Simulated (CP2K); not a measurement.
PtS2:

```
Pt S
1.0
     3.54320    0.00000    0.00000
    -1.77160    3.06850    0.00000
     0.00000    0.00000    5.03880
Pt S
1 2
Direct
  0.00000 0.00000 0.00000
  0.66667 0.33333 0.77300
  0.33333 0.66667 0.22700
```

Base run:

- Program: CP2K 2026.2
- Functional: WC
- Potentials or basis: POTENTIAL_UZH Pt GTH-PBE-q18, S GTH-PBE-q6; TZVP-MOLOPT-PBE-GTH basis
- Density cutoff: 9184 eV
- k mesh: 9 × 9 × 5
- Occupations: fermi-dirac, width 0.05 eV
- Spin: no spin polarisation

Its results: band gap on the k mesh 0.96 eV, indirect (least direct gap 1.01 eV); pressure 8.7 GPa; largest force 1.286 eV/Å.

Q: After a change of settings the same cell gave: band gap on the k mesh 1.15 eV, indirect (least direct gap 1.25 eV); pressure -11.5 GPa; largest force 1.420 eV/Å. Which change was it?
A. functional from WC to r2SCAN
B. functional from WC to HLE16
C. functional from WC to LDA
D. functional from WC to PBEsol

A: B.

Caveats: the potentials were made for another functional, which shifts forces and pressure; spin-orbit coupling is left out, which moves the levels of the heavy elements; an odd mesh through Γ misses points on the zone boundary, where band edges often lie; the basis of atomic orbitals isn't converged, which shifts pressures, moduli and gaps; the potentials were made for a functional far from this one (some runs).

Runs at the PBE level aren't shown here.
